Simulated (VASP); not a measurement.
CdO:

```xyz
2
Lattice="0.0000 2.3524 2.3524 2.3524 0.0000 2.3524 2.3524 2.3524 0.0000" Properties=species:S:1:pos:R:3 pbc="T T T"
Cd    0.0000    0.0000    0.0000
O     2.3524    2.3524    2.3524
```

The cell was built by a generator and needn't be a form met in nature.

Base run:

```yaml
Program: VASP 6.6.1
Functional: HSE06
Potentials_or_basis: VASP PAW PBE potentials, release 64 (Cd, O)
Cutoff: 520 eV
k_mesh: 6 × 6 × 6
Occupations: gaussian, width 0.03 eV
Spin: no spin polarisation
```

Its results: pressure 1.7 GPa.

Task: The run is repeated on the same cell with these changes: functional from HSE06 to PBEsol. What comes out?

Result: Pressure 0.2 GPa.

Caveats: some runs use coarse meshes; the PAW data sets were made with another functional, which shifts forces and pressure a little.
